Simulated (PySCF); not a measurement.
Compound: C6H6O.
InChI=1S/C6H6O/c7-6-4-2-1-3-5-6/h1-5,7H

Computed, not measured: TDDFT wB97X-D/def2-SVPD, vertical, gas phase, core orbitals frozen in the response in PySCF 2.14.0, density-fitted response routines. One conformer (not necessarily the lowest) at the GFN2-xTB geometry, without solvent, vibrations or thermal averaging. Torsions of this conformer, `[OH:1][c:2]1[cH:3][cH:4][cH:5][cH:6][cH:7]1`: H–O1–C2–C3 180°.

Computed states:

```tsv
state	E (eV)	f
S1	5.27	0.032
S2	6.10	0.039
S3	6.48	0.0000
S4	7.10	0.634
S5	7.13	0.455
S6	7.17	0.0041
S7	7.56	0.0008
S8	7.75	0.0033
```

Broadening: Gaussians 0.5 eV wide at half height, area fixed by f = 4.319×10⁻⁹ ∫ε dν̃. The cross-section is σ = 3.8235×10⁻²¹ ε cm², given in Mb (10⁻¹⁸ cm²). The width is an assumption, not a result. The curve ends short of the highest state used, and states not computed would add to its high-energy end.

Question: What does the envelope look like, and where are its maxima?

Answer: 
(λ (nm), σ (Mb)): (173.5, 221.76), (176.9, 200.66), (180.4, 120.63), (183.9, 50.37), (187.3, 16.14), (190.8, 4.92), (194.3, 3.89), (197.8, 5.86), (201.2, 7.65), (204.7, 7.90), (208.2, 6.48), (211.6, 4.47), (215.1, 2.83), (218.6, 2.23), (222.0, 2.70), (225.5, 3.93), (229.0, 5.35), (232.4, 6.34), (235.9, 6.57), (239.4, 5.96), (242.8, 4.83), (246.3, 3.48), (249.8, 2.26), (253.2, 1.36), (256.7, 0.74), (260.2, 0.37), (263.7, 0.17), (267.1, 0.08), (270.6, 0.03), (274.1, 0.01)

Maxima: 235 nm (5.27 eV), ε about 1700, made up of S1 (100%); 203 nm (6.10 eV), ε about 2100, made up of S2 (100%); 174 nm (7.11 eV), ε about 59000, made up of S4 (58%) and S5 (42%) (ε in L mol⁻¹ cm⁻¹; maxima over ε = 5, shares over 10%).

Question: What would ε be at 7.11 eV, the highest of these maxima, with half the width (0.25 eV)?

Answer: About 117000 L mol⁻¹ cm⁻¹ against 58800, a factor of about 1.98; a lone state at its own centre would give exactly 2.

Question: On this curve, what absorbance would a 10⁻⁴ mol/L sample give at 193 nm over a 1 cm path?

Answer: 193 nm is 6.424 eV, where ε is about 960 L mol⁻¹ cm⁻¹, so A = ε c l ≈ 0.096 (Beer–Lambert, with the gas-phase spectrum and the assumed width).

Question: Coming from long wavelengths, where does ε first pass 100 L mol⁻¹ cm⁻¹?

Answer: At about 260 nm (4.77 eV), 0.51 eV below S1.
